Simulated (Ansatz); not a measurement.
# SrO (Fm-3m) in Ansatz: notebook, part 2 of 2

Ansatz 0.2.0.

## 5. Band structure, RPBE, non-collinear spin, ferromagnetic start, spin-orbit coupling (atoms moved at random, drawn with an rms of 0.02 Å)

Input file input.yaml:

```yaml
crystal:
  lattice:
    - [0.0, 2.5663, 2.5663]
    - [2.5663, 0.0, 2.5663]
    - [2.5663, 2.5663, 0.0]
  atoms:
    - { symbol: Sr, position: [0.495269, 0.507185, 0.493375], spin: 0.5, spin_axis: [0.0, 0.0, 0.5] }
    - { symbol: O, position: [0.003201, -0.002702, 0.00231] }
hamiltonian:
  xc: rpbe
  pseudopotentials: { kind: paw_fr }
magnetization:
  noncollinear: true
  spin_orbit: true
kpoints:
  mp_grid: { grid: [7, 7, 7] }
  band_path:
    path:
      - [[0.0, 0.0, 0.0], [0.5, 0.0, 0.5], [0.5, 0.25, 0.75], [0.375, 0.375, 0.75], [0.0, 0.0, 0.0], [0.5, 0.5, 0.5], [0.625, 0.25, 0.625], [0.5, 0.25, 0.75], [0.5, 0.5, 0.5], [0.375, 0.375, 0.75]]
      - [[0.625, 0.25, 0.625], [0.5, 0.0, 0.5]]
    npoints: 14
scf:
  occupations: { method: fixed }
  n_extra_bands: 6
output:
  forces: true
  stress: true
  eigenvalues: true
  fatbands: true
```

Started as:

```sh
$ ansatz run input.yaml --threads 2 --pin off --max-ram 5120MiB --backend cpu --events-out ev --progress --plain --runs-dir out
```

Wall time 53 s (2 threads of Arm Neoverse V2, shared host); peak memory 0.75 GiB.

The run converged. Its results:

| Quantity | Value |
| --- | --- |
| Free energy | -4123.6226 eV |
| Pressure | 6.4 GPa |
| Largest force | 0.102 eV/Å |
| Band gap on the k mesh | 3.51 eV, indirect (least direct gap 3.57 eV) |
| Band gap along the path | 3.42 eV, indirect (least direct gap 3.47 eV) |
| Net moment | 0.00 μB per cell |
| Absolute moment | 0.00 μB per cell |

Forces in eV/Å, atoms in the order of the input:
```
Sr  -0.006  0.101 -0.011
O    0.006 -0.101  0.011
```

Stress tensor (GPa, compression positive):
```
6.37 0.00 0.00
0.00 6.58 0.00
0.00 0.00 6.37
```

Levels at the corners of the path, in eV from the valence-band top:
```
point  band 13  band 14  band 15  band 16  band 17  band 18  band 19  band 20
    Γ     0.00     0.00     0.00     0.00     4.21     4.21     6.31     6.31
    X    -0.12    -0.12    -0.05    -0.05     3.42     3.42     7.91     7.91
    W    -0.46    -0.45    -0.38    -0.37     6.13     6.14     6.14     6.14
    K    -0.58    -0.57    -0.45    -0.45     4.91     4.92     8.04     8.04
    Γ     0.00     0.00     0.00     0.00     4.21     4.21     6.31     6.31
    L    -1.13    -1.13    -1.12    -1.12     6.68     6.68     8.58     8.58
    U    -0.57    -0.57    -0.44    -0.44     4.91     4.91     8.00     8.00
    W    -0.46    -0.45    -0.38    -0.37     6.13     6.14     6.14     6.14
    L    -1.13    -1.13    -1.12    -1.12     6.68     6.68     8.58     8.58
    K    -0.58    -0.57    -0.45    -0.45     4.91     4.92     8.04     8.04
    U    -0.57    -0.57    -0.44    -0.44     4.91     4.91     8.00     8.00
    X    -0.12    -0.12    -0.05    -0.05     3.42     3.42     7.91     7.91
```

Moments on the atoms (μB; x, y, z):
```
Sr  0.00 0.00 0.00
O   0.00 0.00 0.00
```

Caveat: the k mesh misses the band edges, so the gap on the mesh is wider than the one along the path; the pressure holds a Pulay correction of +0.3 GPa for the finite cutoff; the PAW data sets come from PBE, with cores solved anew for the run's functional, which leaves a small shift of forces and pressure; the starting moments weren't kept; the thresholds are loose for stress.

## 6. Elastic constants, BLYP+D4, collinear spin, random start

Input file run.py:

```python
import json

import ase.io
import numpy as np

import ansatz as az

atoms = ase.io.read("POSCAR", format="vasp")
atoms.set_initial_magnetic_moments([0.51, 0.0])

calculation = (
    az.Crystal.from_ase(atoms)
    .calculation()
    .basis(cutoff=800.0147556320471, xc_grid=1)
    .kpoints(8, 8, 8)
    .functional("blyp", dispersion="d4")
    .pseudopotentials(kind="paw", accuracy="standard", xc_functional="lda")
    .spin("collinear")
    .occupations(method="gaussian", width=0.01)
    .elastic(mode="relaxed_ion", stencil="two_point")
    .forces()
    .stress()
)
outcome = calculation.run(threads=2, events_out="events.jsonl")

report = outcome.report
for line in open("events.jsonl"):
    event = json.loads(line)
    if event["event"] == "scf_iter":
        d = event["data"]
        print(f"SCF {d['iter']:3d}  HF = {d['harris_foulkes_ev']:.6f} eV  dr2 = {d['dr2_ev']:.2e} eV")
    elif event["event"] in ("relax_step", "md_step"):
        d = event["data"]
        print(f"{event['event']} {d['step']:3d}  E = {d['lagrangian_ev']:.6f} eV")
np.set_printoptions(precision=5, suppress=True, linewidth=110)
print("converged:", report["converged"], "after", report["n_iterations"], "iterations")
print(f"free energy {report['free_energy_ev']:.6f} eV, Fermi level {report['fermi_energy_ev']:.4f} eV")
for key in ("band_edges_ev", "magnetization_mub", "site_moments_mub", "site_moments_nc_mub", "forces_ev_ang",
                "stress_gpa"):
    if report.get(key) is not None:
        print(key, np.array(report[key]), sep="\n")
```

Input file POSCAR:

```
SrO
1.0
    0.0000000000      2.5663000000      2.5663000000
    2.5663000000      0.0000000000      2.5663000000
    2.5663000000      2.5663000000      0.0000000000
Sr O
1 1
Direct
    0.5000000000      0.5000000000      0.5000000000
    0.0000000000      0.0000000000      0.0000000000
```

Potentials or basis: JTH PAW LDA.

Started as:

```sh
$ python run.py
```

Output:

```text
DeckWarning: basis.ecutwfc = 800.0147556320471 eV is below the records' recommended 1380 eV, and the density's cutoff is lower with it unless basis.ecutrho_ratio is high enough to keep the records' density cutoff: compare with a run at a higher cutoff
DeckWarning: pseudopotentials/Sr.paw.azcp: the checks of this Sr dataset prove no rule for summing its radial tables, as where they were carried onto another mesh than they were made on, and Gregory's rule is taken, under which a leading mesh point left out moves its sums only by what lay on the interval it spanned. That does not make them correct, and they differ from Quantum ESPRESSO's on this file; a re-export [...]
DeckWarning: pseudopotentials/O.paw.azcp: the checks of this O dataset prove no rule for summing its radial tables, as where they were carried onto another mesh than they were made on, and Gregory's rule is taken, under which a leading mesh point left out moves its sums only by what lay on the interval it spanned. That does not make them correct, and they differ from Quantum ESPRESSO's on this file; a re-export a [...]
PlacementWarning: RAYON_NUM_THREADS=2 ignored (pool sized by the plan → 2); use plan(threads=…)
RunWarning: a single point of the input's cell can leave the moments in the input for a lower state (scf.lower_state_search): this run first made a single point of its cell. This run's own SCFs start from that state's density, with no starting moments. The single point did not stay on the moments in the input, or on the state to which they lead. To start from the moments in the input alone, type scf.lower_state_search: off (mome [...]
SCF   1  HF = -4123.839223 eV  dr2 = 2.60e-10 eV
SCF   2  HF = -4123.839222 eV  dr2 = 3.34e-10 eV
SCF   3  HF = -4123.839222 eV  dr2 = 6.23e-11 eV
SCF   4  HF = -4123.839222 eV  dr2 = 1.21e-11 eV
SCF   5  HF = -4123.839222 eV  dr2 = 6.13e-12 eV
SCF   6  HF = -4123.839222 eV  dr2 = 1.58e-12 eV
SCF   7  HF = -4123.839222 eV  dr2 = 6.83e-13 eV
SCF   8  HF = -4123.839222 eV  dr2 = 1.45e-13 eV
SCF   9  HF = -4123.839222 eV  dr2 = 2.73e-14 eV
SCF   1  HF = -4123.837998 eV  dr2 = 1.34e-05 eV
[... 14 lines left out ...]
SCF   3  HF = -4123.839206 eV  dr2 = 6.17e-10 eV
SCF   4  HF = -4123.839206 eV  dr2 = 8.30e-11 eV
SCF   5  HF = -4123.839206 eV  dr2 = 1.56e-10 eV
SCF   6  HF = -4123.839206 eV  dr2 = 2.56e-13 eV
SCF   7  HF = -4123.839206 eV  dr2 = 1.55e-14 eV
SCF   1  HF = -4123.839206 eV  dr2 = 1.68e-10 eV
SCF   2  HF = -4123.839206 eV  dr2 = 7.41e-11 eV
SCF   3  HF = -4123.839206 eV  dr2 = 4.41e-11 eV
SCF   4  HF = -4123.839206 eV  dr2 = 4.54e-13 eV
SCF   5  HF = -4123.839206 eV  dr2 = 1.20e-14 eV
converged: True after 9 iterations
free energy -4123.839222 eV, Fermi level 10.0532 eV
band_edges_ev
[ 8.32795 11.77839]
magnetization_mub
0.0
site_moments_mub
[0. 0.]
forces_ev_ang
[[ 0. -0. -0.]
 [-0.  0.  0.]]
stress_gpa
[[ 2.75001  0.      -0.     ]
 [ 0.       2.75001  0.     ]
 [-0.      -0.       2.75001]]
```

elastic.tsv:

```text
# convention: tension-positive GPa; Voigt order 11 22 33 23 13 12; engineering shear strains; stresses and constants hold the Pulay correction, whose part of sigma0, of c and of each member's stress the lines and columns named pulay_correction_..._gpa give (of c_energy it is that of c and, on the columns of strains 1 to 3, that of sigma0; of a layer's constants it is that of c in the plane, times a tenth of its plane spacing in ang); where a line pulay_correction_withheld stands none holds it
[... 18 lines left out ...]
6	5.6426357760e-29	-4.0649142682e-29	-6.3108872418e-30	6.3108872418e-30	-6.3108872418e-30	5.4926745316e1	-3.7057778929e-16	-3.7057778929e-16	-3.7057778929e-16	6.3108872418e-30	-6.3108872418e-30	5.4926745316e1	-8.3047328800e-33	-2.2898257522e-33	6.8422776578e-49	7.7037197775e-34	7.7037197775e-34	2.2957939358e-2
```

It took 11 s on 2 threads of Arm Neoverse V2, shared host; peak memory 0.59 GiB.

Results:

| Property | Result |
| --- | --- |
| Free energy | -4123.8392 eV |
| Pressure | 2.8 GPa |
| Band gap on the k mesh | 3.45 eV, indirect (least direct gap 3.52 eV) |
| Net moment | 0.00 μB per cell |
| Absolute moment | 0.00 μB per cell |
| Elastic constants C11, C12, C44 | 196, 50, 55 GPa |
| Voigt bulk modulus | 98 GPa |

Levels at points of the mesh, in eV from the valence-band top:
Spin up:
```csv
k point,band 5,band 6,band 7,band 8,band 9,band 10,band 11,band 12
"(0.00, 0.00, 0.00)",-13.99,0.00,0.00,0.00,4.27,6.29,6.29,6.29
"(0.00, 0.00, -0.50)",-12.76,-2.10,-1.11,-1.11,6.71,8.75,8.91,8.91
"(0.00, -0.50, -0.50)",-14.36,-0.37,-0.07,-0.07,3.45,7.93,10.25,10.66
```
Spin down:
| k point | band 5 | band 6 | band 7 | band 8 | band 9 | band 10 | band 11 | band 12 |
| --- | --- | --- | --- | --- | --- | --- | --- | --- |
| (0.00, 0.00, 0.00) | -13.99 | 0.00 | 0.00 | 0.00 | 4.27 | 6.29 | 6.29 | 6.29 |
| (0.00, 0.00, -0.50) | -12.76 | -2.10 | -1.11 | -1.11 | 6.71 | 8.75 | 8.91 | 8.91 |
| (0.00, -0.50, -0.50) | -14.36 | -0.37 | -0.07 | -0.07 | 3.45 | 7.93 | 10.25 | 10.66 |

Elastic tensor in Voigt notation (GPa, in the Cartesian axes of the cell as first typed):
```
196  50  50   0   0   0
 50 196  50   0   0   0
 50  50 196   0   0   0
  0   0   0  55   0   0
  0   0   0   0  55   0
  0   0   0   0   0  55
```

Caveat: the potentials were made for another functional, which shifts forces and pressure; the cutoff lies under the one recommended for these potentials.

## 7. Overview

| task | level | potentials or basis | spin | cell | k mesh | cutoff (eV) | smearing | driver | points for each segment of the path | atoms under strain | other keys | gap on the mesh (eV) | pressure (GPa) | moment (μB) | largest force (eV/Å) |
| --- | --- | --- | --- | --- | --- | --- | --- | --- | --- | --- | --- | --- | --- | --- | --- |
| ladder of functionals | PBEsol+D4 | Ansatz PAW | SOC, no magnetisation | as given | 9 × 9 × 9 | 420 | methfessel-paxton 0.05 eV | chain | - | - | basis.xc_grid = 3; scf.mixing.preconditioner = kerker_dos | 3.24 | -1.6 | - | - |
| band structure | revPBE+D3(BJ)+ATM | Ansatz PAW polarizable | off | atoms moved at random, drawn with an rms of 0.02 Å | 7 × 7 × 7 | 420 | gaussian 0.005 eV | chain | 14 | - | scf.occupations.method = gaussian; scf.occupations.width = 0.005; … | 3.64 | 1.5 | - | 0.08 |
| band structure | RPBE | Ansatz PAW | non-collinear, ferromagnetic start, SOC | atoms moved at random, drawn with an rms of 0.02 Å | 7 × 7 × 7 | 420 | fixed | chain | 14 | - | - | 3.51 | 6.4 | 0.00 | 0.10 |
| band structure | RPBE | Ansatz PAW | non-collinear, ferromagnetic start, SOC | atoms moved at random, drawn with an rms of 0.02 Å | 7 × 7 × 7 | 420 | fixed | - | 14 | - | - | 3.51 | 6.4 | 0.00 | 0.10 |
| elastic constants | BLYP+D4 | JTH PAW LDA | collinear, random start | as given | 8 × 8 × 8 | 800 | gaussian 0.01 eV | chain | - | relaxed | basis.xc_grid = 1; basis.ecutwfc = 58.8 Ry | 3.45 | 2.8 | 0.00 | - |

Caveats: the potentials were made for another functional, which shifts forces and pressure (some runs); the k mesh misses the band edges, so the gap on the mesh is wider than the one along the path (some runs); the starting moments weren't kept (some runs); the thresholds are loose for stress (some runs); odd divisions of the mesh miss points on the zone boundary, where band edges often lie, so the gap on the mesh can be too wide (some runs); the PAW data sets come from PBE, with cores solved anew for the run's functional, which leaves a small shift of forces and pressure (some runs); the cutoff lies under the one recommended for these potentials (some runs).

Absolute energies hang on the potentials; compare differences alone.
